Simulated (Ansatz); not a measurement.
Runs of Ansatz 0.2.0 on Fe2Ge. It takes space group P6/mmm (No. 191, hexagonal). Conventional cell: a = 4.164 Å, b = 4.164 Å, c = 2.626 Å, α = 90.00°, β = 90.00°, γ = 120.00°. Ge (site symmetry 6/mmm) is surrounded by 2 Ge at 2.63 Å and 12 Fe at 2.74 Å. Fe (site symmetry -6m2) has 5 Fe at 2.40 to 2.63 Å and 6 Ge at 2.74 Å as nearest neighbours. The cell comes from a database or a generator and needn't be the stable form of this composition.

```tsv
task	level	potentials or basis	spin	k mesh	cutoff (eV)	basis error allowed	pressure (GPa)	moment (μB)
band structure	LDA	all-electron LAPW, scalar-relativistic	collinear, ferromagnetic start	7 × 7 × 10	307	0.002 eV/atom	-13.9	4.80
band structure	PBEsol	all-electron LAPW, scalar-relativistic	collinear, ferromagnetic start	7 × 7 × 10	307	0.002 eV/atom	-7.0	5.05
single point	PBEsol	all-electron LAPW, scalar-relativistic	collinear, ferromagnetic start	7 × 7 × 10	331	0.001 eV/atom	-7.0	5.05
band structure	PBEsol	all-electron LAPW, scalar-relativistic	collinear, ferromagnetic start	5 × 5 × 8	307	0.002 eV/atom	(a)	5.02
band structure	PBEsol	all-electron LAPW, relativistic spinors	non-collinear, ferromagnetic start, SOC	5 × 5 × 8	307	0.002 eV/atom	-7.0	(b)
```

Alike in all rows: cell as given; smearing fermi-dirac 0.05 eV.

Question: Fill in the values left out.

Answer: (a) -6.9; (b) 5.01.

Caveats: the k mesh is thin for a metal, which can move the energy by tens of meV per atom (some runs); the magnetic state may not be the lowest (some runs).

Not every run made on this cell is shown here.
